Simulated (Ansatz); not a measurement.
# Ab initio dynamics of molten NaI (124 atoms), part 2 of 4

What local order and mobility does NaI (124 atoms) show in DFT dynamics?

Ansatz 0.2.0; Kohn-Sham DFT, PBE+D3(BJ), PAW (set soft_2, large core), plane waves.

The cell: 62 Na and 62 I. Sampling is at Γ alone, for a cell whose shortest periodic width is 18 Å. The levels lack spin–orbit coupling.

So far. Step 3 (Brought to 1040 K): Over the second half of 140 fs the temperature averages 1006 K with swings of 35 K r.m.s. From first frame to last Na has the largest mean square displacement, 0.69 Å² at the end; the farthest move is 1.74 Å. The run spans 0.14 ps, too short for its means to be equilibrium values.

## Step 4: Liquid at 1040 K

The hot cell is sampled with a Nosé–Hoover thermostat, which disturbs diffusion little, and with stress on.

input.yaml reads:

```yaml
crystal:
  lattice:
    - [18.0132, 0.0, 0.0]
    - [0.0, 18.0132, 0.0]
    - [0.0, 0.0, 18.0132]
  atoms:
    - { symbol: Na, position: [0.69439, 0.57223, 0.33283] }
    - { symbol: Na, position: [0.85303, 0.36335, 0.82374] }
    - { symbol: Na, position: [0.93365, 0.2324, 0.53722] }
    - { symbol: Na, position: [0.29818, 0.67614, 0.71507] }
    - { symbol: Na, position: [0.46787, 0.40785, 0.45235] }
    - { symbol: Na, position: [0.06269, 0.37324, 0.39846] }
    - { symbol: Na, position: [0.70383, 0.00424, 0.90512] }
    - { symbol: Na, position: [0.51365, 0.65385, 0.59589] }
    - { symbol: Na, position: [0.6055, 0.24658, 0.26546] }
    - { symbol: Na, position: [0.15139, 0.48225, 0.91134] }
    - { symbol: Na, position: [0.25287, 0.84402, 0.05344] }
    - { symbol: Na, position: [0.31322, 0.25388, 0.46534] }
    - { symbol: Na, position: [0.15905, 0.59404, 0.22546] }
    - { symbol: Na, position: [0.4605, 0.47569, 0.86955] }
    - { symbol: Na, position: [0.33152, 0.98101, 0.52861] }
    - { symbol: Na, position: [0.13008, 0.31204, 0.1506] }
    - { symbol: Na, position: [0.82409, 0.67886, 0.57254] }
    - { symbol: Na, position: [0.83617, 0.60572, 0.81762] }
    - { symbol: Na, position: [0.91138, 0.55035, 0.31357] }
    - { symbol: Na, position: [0.24483, 0.77295, 0.48817] }
    - { symbol: Na, position: [0.44848, 0.97638, 0.08044] }
    - { symbol: Na, position: [0.10163, 0.70709, 0.85737] }
    - { symbol: Na, position: [0.31756, 0.92907, 0.74389] }
    - { symbol: Na, position: [0.51515, 0.94194, 0.33634] }
    - { symbol: Na, position: [0.75633, 0.14426, 0.77855] }
    - { symbol: Na, position: [0.97134, 0.07552, 0.82701] }
    - { symbol: Na, position: [0.18369, 0.16968, 0.69859] }
    - { symbol: Na, position: [0.69358, 0.76931, 0.05934] }
    - { symbol: Na, position: [0.95572, 0.238, 0.22523] }
    - { symbol: Na, position: [0.63161, 0.5962, 0.97304] }
    - { symbol: Na, position: [0.84928, 0.088, 0.11066] }
    - { symbol: Na, position: [0.12492, 0.1204, 0.42034] }
    [... 86 atom lines left out ...]
    - { symbol: I, position: [0.31024, 0.64528, 0.54302] }
    - { symbol: I, position: [0.63791, 0.27002, 0.7707] }
    - { symbol: I, position: [0.0969, 0.93845, 0.30678] }
    - { symbol: I, position: [0.4071, 0.28493, 0.15126] }
    - { symbol: I, position: [0.67382, 0.98295, 0.05319] }
    - { symbol: I, position: [0.94679, 0.6907, 0.98701] }
kpoints:
  mp_grid: { grid: [1, 1, 1] }
hamiltonian:
  xc: pbe
  pseudopotentials: { kind: paw, core: large }
  dispersion: d3bj
scf:
  occupations: { method: fermi_dirac, width: 0.09 }
output:
  forces: true
  stress: true
md:
  timestep: 2
  n_steps: 440
  ensemble: nvt_nose_hoover
  temperature: 1040
  initial_velocities: maxwell_boltzmann
  seed: 5840
```

On the command line:

```
$ ansatz run input.yaml --threads 5 --pin off --max-ram 81920MiB --backend cuda --events-out ev --progress --plain --runs-dir out
```

Numbers of over 12 decimals in the logs are rounded to 6 here.

What it wrote:

```text
[...]
Warning: output.stress: scf.convergence.dr2_threshold = 1e-7 eV (the SCF's general default) is looser than the 1.08e-8 eV advised for a printed stress (1e-10 eV for each atom of the cell: 124, of which 108 are counted). What an SCF threshold leaves in a stress goes as its square root, and in the free energy as the threshold itself, and one threshold admits the most on a small cell: [...]
[...]
GPU FFT provider: cuFFT
GPU libraries: cuBLAS 13.8.2, cuFFT 12.4.0, cuSOLVER 12.3.4
Crystal: 124 atoms, lattice volume = 5844.840 Å³
Basis set: ecut = 420 eV, 114425 PW (Γ), exchange–correlation on 250×250×250 points (8 copies of the dense FFT grid, shifted against one another)
Bands: 620, of which v1, the nominal top of the filled ones, is band 496 counted from 1 (495 counted from 0)
Symmetry: 1 space group operations
k-points: 1
[...]
GPU buffer pool allocated for 1953125 grid points (all kernels)
[...]
SCF iter   1: F=—  HF=-412744.877394 eV  |F-HF|=—  |Δ(HF+E_count)|=         —  Δρ=3.62e-2  dr2=7.62e1  ethr=3.10e-3  ⟨swp⟩=7.0  Hψ=2658  notcnv=0  defer=42
[...]
SCF iter  11: F=-412709.126439 eV  HF=-412709.126439 eV  |F-HF|=1.15e-8  |Δ(HF+E_count)|=   1.51e-7  Δρ=4.52e-7  dr2=1.75e-8  ethr=1.01e-11  ⟨swp⟩=4.0  Hψ=1802  notcnv=0
SCF 1 converged in 11 iterations: F = -412709.126439 eV  dr2 = 1.75e-8
[...]
md step     0: t =     0.00 fs  T =  1040.0 K  F+E_penalty+E_count = -412709.12643880 eV  E_kin = 16.534939 eV  conserved = -412692.59149974 eV  P_inst = -0.4747 GPa  (11 SCF iters)
[... from here on, the SCF cycles and remarks between the steps are left out ...]
md step     1: t =     2.00 fs  T =  1041.1 K  F+E_penalty+E_count = -412709.14375653 eV  E_kin = 16.552243 eV  conserved = -412692.59151144 eV  P_inst = -0.4725 GPa  (7 SCF iters)
md step     2: t =     4.00 fs  T =  1042.9 K  F+E_penalty+E_count = -412709.17303542 eV  E_kin = 16.581448 eV  conserved = -412692.59156917 eV  P_inst = -0.4708 GPa  (7 SCF iters)
md step     3: t =     6.00 fs  T =  1045.5 K  F+E_penalty+E_count = -412709.21341411 eV  E_kin = 16.621674 eV  conserved = -412692.59166634 eV  P_inst = -0.4695 GPa  (7 SCF iters)
md step     4: t =     8.00 fs  T =  1048.6 K  F+E_penalty+E_count = -412709.26343157 eV  E_kin = 16.671433 eV  conserved = -412692.59179873 eV  P_inst = -0.4685 GPa  (7 SCF iters)
md step     5: t =    10.00 fs  T =  1052.2 K  F+E_penalty+E_count = -412709.32112695 eV  E_kin = 16.728747 eV  conserved = -412692.59194149 eV  P_inst = -0.4677 GPa  (3 SCF iters)
md step     6: t =    12.00 fs  T =  1056.1 K  F+E_penalty+E_count = -412709.38417114 eV  E_kin = 16.791242 eV  conserved = -412692.59209305 eV  P_inst = -0.4670 GPa  (3 SCF iters)
md step     7: t =    14.00 fs  T =  1060.2 K  F+E_penalty+E_count = -412709.45001488 eV  E_kin = 16.856314 eV  conserved = -412692.59225540 eV  P_inst = -0.4663 GPa  (3 SCF iters)
md step     8: t =    16.00 fs  T =  1064.3 K  F+E_penalty+E_count = -412709.51603786 eV  E_kin = 16.921295 eV  conserved = -412692.59242149 eV  P_inst = -0.4655 GPa  (3 SCF iters)
md step     9: t =    18.00 fs  T =  1068.2 K  F+E_penalty+E_count = -412709.57968589 eV  E_kin = 16.983585 eV  conserved = -412692.59258008 eV  P_inst = -0.4645 GPa  (3 SCF iters)
md step    10: t =    20.00 fs  T =  1071.8 K  F+E_penalty+E_count = -412709.63858597 eV  E_kin = 17.040768 eV  conserved = -412692.59271946 eV  P_inst = -0.4632 GPa  (7 SCF iters)
md step    11: t =    22.00 fs  T =  1075.0 K  F+E_penalty+E_count = -412709.69063554 eV  E_kin = 17.090703 eV  conserved = -412692.59282748 eV  P_inst = -0.4615 GPa  (3 SCF iters)
md step    12: t =    24.00 fs  T =  1077.5 K  F+E_penalty+E_count = -412709.73406406 eV  E_kin = 17.131572 eV  conserved = -412692.59290601 eV  P_inst = -0.4592 GPa  (4 SCF iters)
md step    13: t =    26.00 fs  T =  1079.4 K  F+E_penalty+E_count = -412709.76746851 eV  E_kin = 17.161922 eV  conserved = -412692.59296610 eV  P_inst = -0.4564 GPa  (3 SCF iters)
md step    14: t =    28.00 fs  T =  1080.6 K  F+E_penalty+E_count = -412709.78982659 eV  E_kin = 17.180703 eV  conserved = -412692.59300832 eV  P_inst = -0.4529 GPa  (3 SCF iters)
md step    15: t =    30.00 fs  T =  1081.0 K  F+E_penalty+E_count = -412709.80049102 eV  E_kin = 17.187250 eV  conserved = -412692.59303041 eV  P_inst = -0.4488 GPa  (3 SCF iters)
md step    16: t =    32.00 fs  T =  1080.7 K  F+E_penalty+E_count = -412709.79916894 eV  E_kin = 17.181269 eV  conserved = -412692.59302688 eV  P_inst = -0.4441 GPa  (3 SCF iters)
md step    17: t =    34.00 fs  T =  1079.5 K  F+E_penalty+E_count = -412709.78588890 eV  E_kin = 17.162782 eV  conserved = -412692.59300511 eV  P_inst = -0.4387 GPa  (3 SCF iters)
md step    18: t =    36.00 fs  T =  1077.6 K  F+E_penalty+E_count = -412709.76095549 eV  E_kin = 17.132097 eV  conserved = -412692.59297737 eV  P_inst = -0.4327 GPa  (3 SCF iters)
md step    19: t =    38.00 fs  T =  1074.9 K  F+E_penalty+E_count = -412709.72489659 eV  E_kin = 17.089759 eV  conserved = -412692.59295134 eV  P_inst = -0.4260 GPa  (3 SCF iters)
md step    20: t =    40.00 fs  T =  1071.5 K  F+E_penalty+E_count = -412709.67840534 eV  E_kin = 17.036502 eV  conserved = -412692.59292125 eV  P_inst = -0.4188 GPa  (7 SCF iters)
md step    21: t =    42.00 fs  T =  1067.6 K  F+E_penalty+E_count = -412709.62227981 eV  E_kin = 16.973180 eV  conserved = -412692.59287515 eV  P_inst = -0.4111 GPa  (3 SCF iters)
md step    22: t =    44.00 fs  T =  1063.0 K  F+E_penalty+E_count = -412709.55736600 eV  E_kin = 16.900679 eV  conserved = -412692.59282434 eV  P_inst = -0.4029 GPa  (3 SCF iters)
md step    23: t =    46.00 fs  T =  1057.9 K  F+E_penalty+E_count = -412709.48451074 eV  E_kin = 16.819888 eV  conserved = -412692.59278650 eV  P_inst = -0.3943 GPa  (3 SCF iters)
[...]
md step   433: t =   866.00 fs  T =  1033.7 K  F+E_penalty+E_count = -412707.55352232 eV  E_kin = 16.434755 eV  conserved = -412692.59375931 eV  P_inst = -0.0499 GPa  (3 SCF iters)
md step   434: t =   868.00 fs  T =  1036.2 K  F+E_penalty+E_count = -412707.55996421 eV  E_kin = 16.475270 eV  conserved = -412692.59365240 eV  P_inst = -0.0490 GPa  (3 SCF iters)
md step   435: t =   870.00 fs  T =  1037.8 K  F+E_penalty+E_count = -412707.55082807 eV  E_kin = 16.499357 eV  conserved = -412692.59347474 eV  P_inst = -0.0473 GPa  (3 SCF iters)
md step   436: t =   872.00 fs  T =  1038.4 K  F+E_penalty+E_count = -412707.52888954 eV  E_kin = 16.509779 eV  conserved = -412692.59322962 eV  P_inst = -0.0448 GPa  (3 SCF iters)
md step   437: t =   874.00 fs  T =  1038.4 K  F+E_penalty+E_count = -412707.49787112 eV  E_kin = 16.510247 eV  conserved = -412692.59293886 eV  P_inst = -0.0417 GPa  (3 SCF iters)
md step   438: t =   876.00 fs  T =  1038.1 K  F+E_penalty+E_count = -412707.46222376 eV  E_kin = 16.505214 eV  conserved = -412692.59262691 eV  P_inst = -0.0382 GPa  (3 SCF iters)
md step   439: t =   878.00 fs  T =  1037.8 K  F+E_penalty+E_count = -412707.42680627 eV  E_kin = 16.499555 eV  conserved = -412692.59231577 eV  P_inst = -0.0346 GPa  (3 SCF iters)
md step   440: t =   880.00 fs  T =  1037.7 K  F+E_penalty+E_count = -412707.39647155 eV  E_kin = 16.498138 eV  conserved = -412692.59203806 eV  P_inst = -0.0310 GPa  (7 SCF iters)
SCF converged after 7 iterations
Free energy (F): -412707.396472 eV
[...]
Internal energy: -412707.396386 eV  (E = F + TS)
E sigma→0 (E₀):  -412707.396429 eV
Entropy (-TS):   -0.000085 eV (-0.001 meV/atom)
Fermi energy:    1.737074 eV
[...]
--- Forces (eV/Å), atoms counted from 1 ---
  atom   1  Na     0.17313693    -0.24844863    -0.09789352
  atom   2  Na    -0.24835281    -0.70444223     0.16794418
  atom   3  Na     0.30368622     0.21858101     0.21616552
  atom   4  Na    -0.11295988    -0.15258473     0.01876615
  atom   5  Na     0.00083028    -0.16671313     0.04001264
  atom   6  Na    -0.12506421     0.01587400    -0.01491273
  atom   7  Na     0.32626074    -0.03940283    -0.26907138
  atom   8  Na     0.49792289     0.87955296     0.05889028
  atom   9  Na    -0.60222145     0.61578391    -0.28907427
  atom  10  Na    -0.28401200     0.44628561     0.39225985
  atom  11  Na    -0.04754199     0.11474505    -0.00510951
  atom  12  Na     0.12726738    -0.18181512     0.29402439
  atom  13  Na     0.09048184    -0.06857886     0.01026475
  atom  14  Na    -0.44315149     0.49842582    -0.67926844
[...]
atom 123  I      0.80880004    -1.09981019     1.23521379
  atom 124  I     -0.72288975    -0.17908188     0.02382591
  max |Σ_I F_I| component: 4.14e-5 eV/Å
--- Stress (GPa, compression-positive) ---
       -0.624744      -0.101252      -0.112651
       -0.101252      -0.215124      -0.111735
       -0.112651      -0.111735      -0.164983
  P = ⅓ Tr σ = -0.3350 GPa (-3.350 kbar)
--- MD trajectory: 440 steps, t = 0.0 → 880.0 fs ---
[...]
conserved energy: peak-to-peak 3.982e-3 eV (3.212e-5 eV/atom) over 880.0 fs
```

Wall time 12 min (1 × NVIDIA H100 80GB HBM3 with 5 threads of AMD EPYC 7R13 (Zen 3), shared host); peak memory 2.9 GiB; 22 min of CPU time.

That memory is the host's; the program planned up to 11.1 GiB on the GPU.

The program notes that the SCF threshold is loose for the stress.

Rows from the run:

```csv
time (fs),T (K),potential (meV/atom),conserved (meV/atom)
0.0,1040,0.0,0.00
58.0,1019,1.6,-0.01
118.0,996,5.6,-0.01
176.0,1081,4.6,-0.01
234.0,1081,20.8,-0.01
294.0,1056,33.7,0.00
352.0,1112,29.9,0.00
410.0,1092,31.1,0.00
470.0,995,37.2,0.00
528.0,1047,24.4,-0.01
586.0,962,25.2,-0.01
646.0,950,9.5,-0.01
704.0,855,13.8,-0.01
762.0,951,6.9,-0.01
822.0,922,20.3,0.00
880.0,1038,14.0,0.00
```

Mean square displacement from the first frame to the last: Na 4.5 Å², I 3.6 Å².

Table of mean square displacement by time lag:

```csv
time lag (fs),I (Å²),Na (Å²)
2,8.1e-5,4.3e-4
20,0.00804,0.0420
38,0.0287,0.144
56,0.0612,0.291
74,0.105,0.464
92,0.158,0.644
110,0.219,0.820
128,0.288,0.986
148,0.372,1.16
166,0.453,1.30
184,0.538,1.43
202,0.626,1.57
220,0.717,1.70
238,0.810,1.83
256,0.903,1.96
274,0.995,2.09
294,1.10,2.23
312,1.19,2.35
330,1.28,2.46
348,1.36,2.57
366,1.45,2.68
384,1.53,2.78
402,1.61,2.87
420,1.69,2.96
440,1.77,3.05
```

Over the second half of 880 fs the temperature averages 961 K with swings of 58 K r.m.s. The conserved energy stays within 0.032 meV/atom, peak to peak. From first frame to last Na has the largest mean square displacement, 4.5 Å² at the end; the farthest move is 3.88 Å. By the end of the lags followed (0.44 ps), the least mobile element has a mean square displacement of 1.8 Å², too little over such short lags to show that the memory of the start is lost. The potential energy still drifts by -12 meV/atom between the last two quarters, so the cell isn't at equilibrium and its averages are those of a relaxing fluid. The slope of the later half of the mean square displacement gives diffusion coefficients of about 1.0e-4 cm²/s (Na); over so short a run these are rough. The run spans 0.88 ps, too short for its means to be equilibrium values.

## Step 5: Local order late in the run

The g(r) is a mean over the second half; what follows it is taken at the last frame.

Density 2.64 g/cm³, 47.14 Å³ an atom.

Mean of 14 frames. g(r), total and by pair (bins of 0.1 Å):

```csv
r (Å),total,I-I,I-Na,Na-Na
2.45,0.00,0.00,0.00,0.00
2.55,0.07,0.00,0.15,0.00
2.65,0.25,0.00,0.50,0.00
2.75,0.87,0.00,1.72,0.04
2.85,1.47,0.00,2.95,0.00
2.95,1.91,0.00,3.75,0.12
3.05,1.96,0.00,3.87,0.11
3.15,1.92,0.00,3.70,0.26
3.25,1.73,0.00,3.26,0.39
3.35,1.53,0.00,2.85,0.42
3.45,1.14,0.00,1.93,0.70
3.55,0.87,0.00,1.37,0.74
3.65,0.90,0.08,1.41,0.71
3.75,0.91,0.36,1.12,1.03
3.85,0.91,0.75,0.90,1.09
3.95,1.00,1.07,0.84,1.26
4.05,0.99,1.08,0.77,1.35
4.15,1.03,1.32,0.70,1.40
4.25,1.06,1.68,0.57,1.43
4.35,1.01,1.87,0.46,1.24
4.45,1.16,2.19,0.50,1.47
4.55,1.11,1.99,0.48,1.48
4.65,1.03,1.83,0.48,1.33
4.75,1.05,1.83,0.52,1.33
4.85,1.03,1.89,0.46,1.32
4.95,0.88,1.50,0.49,1.03
5.05,0.89,1.31,0.55,1.14
5.15,1.00,1.65,0.59,1.17
5.25,0.95,1.52,0.59,1.12
5.35,0.95,1.27,0.69,1.17
5.45,0.93,1.30,0.64,1.15
5.55,0.96,1.11,0.76,1.21
5.65,0.88,1.10,0.70,1.04
5.75,1.04,1.20,0.85,1.27
5.85,1.00,1.10,0.90,1.11
5.95,1.02,1.02,0.94,1.17
6.05,0.96,0.84,0.99,1.03
6.15,0.96,0.87,0.98,1.02
6.25,0.99,0.84,1.08,0.95
6.35,1.09,0.78,1.23,1.11
6.45,1.02,0.70,1.25,0.89
6.55,0.99,0.70,1.20,0.88
6.65,1.03,0.67,1.25,0.93
6.75,1.04,0.71,1.24,0.98
```

Bonds by pair of elements; cutoffs follow the first minimum of g(r), held within bounds set by covalent radii, and pairs that aren't listed don't count as bonded:

```csv
pair A-B,cutoff (Å),bonds,mean length (Å),spread (Å),shortest (Å),B about A,A about B
I-Na,4.06,271,3.29,0.333,2.51,4.37,4.37
```

The cutoff for I-Na falls short of the minimum of g(r), so counts run low and odd coordinations can be artefacts.

How many atoms have how many bonded neighbours:

```csv
element,mean,2,3,4,5,6
I,4.37,0,10,25,21,6
Na,4.37,1,6,27,25,3
```

Bond angles, per cent of each kind in bins of 5°:

```csv
angle (°),Na-I-Na,I-Na-I
45–50,0.2,0.0
50–55,1.5,0.0
55–60,1.2,0.0
60–65,1.9,0.8
65–70,4.0,2.5
70–75,6.2,4.2
75–80,7.1,5.7
80–85,8.5,10.5
85–90,9.2,10.1
90–95,7.7,8.8
95–100,5.4,9.2
100–105,5.8,5.9
105–110,4.0,6.9
110–115,4.8,5.2
115–120,4.6,3.1
120–125,3.1,3.1
125–130,3.1,1.5
130–135,3.1,3.1
135–140,4.4,2.1
140–145,3.5,3.1
145–150,2.3,3.1
150–155,3.3,3.4
155–160,1.7,3.4
160–165,1.5,1.5
165–170,0.8,1.9
170–175,0.6,0.6
175–180,0.4,0.0
```

Bond angles (no mean is given where the spread exceeds 20°):

```csv
angle,count,mean (°),spread (°)
Na-I-Na,480,-,-
I-Na-I,476,-,-
```

Bond length by coordination (bonds to H left out):

```csv
element,coordination,atoms,mean bond length (Å)
I,3,10,3.20
I,4,25,3.24
I,5,21,3.31
I,6,6,3.41
Na,2,1,2.84
Na,3,6,3.14
Na,4,27,3.24
Na,5,25,3.34
Na,6,3,3.40
```

First main peaks of g(r), for some of the pairs, lie near 3.0 Å (I-Na). Bonds at Na atoms with 3 neighbours average 3.14 Å, against 3.40 Å at those with 6.

(Part 2 of 4 ends here.)

[Logs are printed without paths, hosts, clocks, repeated set-up lines and the standing remarks that a program may print on its own settings, such as how far it seeks lower states.]

[Hosts, paths, dates, database ids (printed as entryN), source tags and the programs' standing remarks are cut or masked in the printed files.]
